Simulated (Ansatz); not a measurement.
**Si: convergence and cost**

An exercise on one series of results from a longer session: the logs are not shown, and one member is left open.

Computed with Ansatz 0.2.0 (DFT PBE, scalar-relativistic, plane waves, PAW for the base; runs at other levels say so in their headings and inputs, unless a step's input says otherwise).

1 further run of the same task is left out (set aside as unsound or not needed).

## The starting structure

Symmetry: Ia-3, No. 206, cubic system. Conventional cell: a = 6.622 Å, b = 6.622 Å, c = 6.622 Å, α = 90.00°, β = 90.00°, γ = 90.00°. Si (site symmetry 3) has 4 Si at 2.36 to 2.38 Å in its first shell of neighbours.

As a file:

```
Si
1.0
    -3.31090    3.31090    3.31090
     3.31090   -3.31090    3.31090
     3.31090    3.31090   -3.31090
Si
8
Direct
  0.20600 0.20600 0.20600
  0.50000 0.00000 0.29400
  0.29400 0.50000 0.00000
  0.00000 0.29400 0.50000
  0.79400 0.79400 0.79400
  0.50000 0.00000 0.70600
  0.70600 0.50000 0.00000
  0.00000 0.70600 0.50000
```

The structure comes from the Crystallography Open Database; it is used as listed.

## The base input

File input.yaml:

```yaml
crystal:
  lattice:
    - [-3.3109, 3.3109, 3.3109]
    - [3.3109, -3.3109, 3.3109]
    - [3.3109, 3.3109, -3.3109]
  atoms:
    - { symbol: Si, position: [0.206, 0.206, 0.206] }
    - { symbol: Si, position: [0.5, 0.0, 0.294] }
    - { symbol: Si, position: [0.294, 0.5, 0.0] }
    - { symbol: Si, position: [0.0, 0.294, 0.5] }
    - { symbol: Si, position: [0.794, 0.794, 0.794] }
    - { symbol: Si, position: [0.5, 0.0, 0.706] }
    - { symbol: Si, position: [0.706, 0.5, 0.0] }
    - { symbol: Si, position: [0.0, 0.706, 0.5] }
basis:
  ecutwfc: 420
kpoints:
  mp_grid: { grid: [8, 8, 8] }
hamiltonian:
  xc: pbe
scf:
  occupations: { method: gaussian, width: 0.1 }
output:
  forces: true
  stress: true
  eigenvalues: true
  populations: true
  write_density: true
  write_potential: true
  elf: true
  volumetric_format: npy
```

Its results, from an earlier run: -635.6500 eV/atom at zero smearing, pressure 0.96 GPa, largest force 0.179 eV/Å, no gap on the mesh, in 6 SCF cycles and 9 s.

The first run:

File input.yaml:

```yaml
crystal:
  lattice:
    - [-3.3109, 3.3109, 3.3109]
    - [3.3109, -3.3109, 3.3109]
    - [3.3109, 3.3109, -3.3109]
  atoms:
    - { symbol: Si, position: [0.206, 0.206, 0.206] }
    - { symbol: Si, position: [0.5, 0.0, 0.294] }
    - { symbol: Si, position: [0.294, 0.5, 0.0] }
    - { symbol: Si, position: [0.0, 0.294, 0.5] }
    - { symbol: Si, position: [0.794, 0.794, 0.794] }
    - { symbol: Si, position: [0.5, 0.0, 0.706] }
    - { symbol: Si, position: [0.706, 0.5, 0.0] }
    - { symbol: Si, position: [0.0, 0.706, 0.5] }
basis:
  ecutwfc: 420
kpoints:
  mp_grid: { grid: [8, 8, 8] }
hamiltonian:
  xc: lda
scf:
  occupations: { method: gaussian, width: 0.1 }
output:
  forces: true
  stress: true
  eigenvalues: true
```

The run is started by

```console
$ ansatz run input.yaml --threads 2 --pin off --max-ram 5120MiB --backend cpu --events-out ev --progress --plain --runs-dir out
```

Among the steps run: Functional: LDA; Functional: PBEsol; Functional: r2SCAN.

One of the session's tables, all rows but one given; the rest of the session is left out.

```
functional  largest force (eV/Å)
       PBE                 0.179
       LDA                 0.219
    PBEsol                     ?
    r2SCAN                 0.357
```

Estimate the missing values for PBEsol.

As computed: largest force (eV/Å): 0.140. In the column «largest force (eV/Å)» it is the lowest.
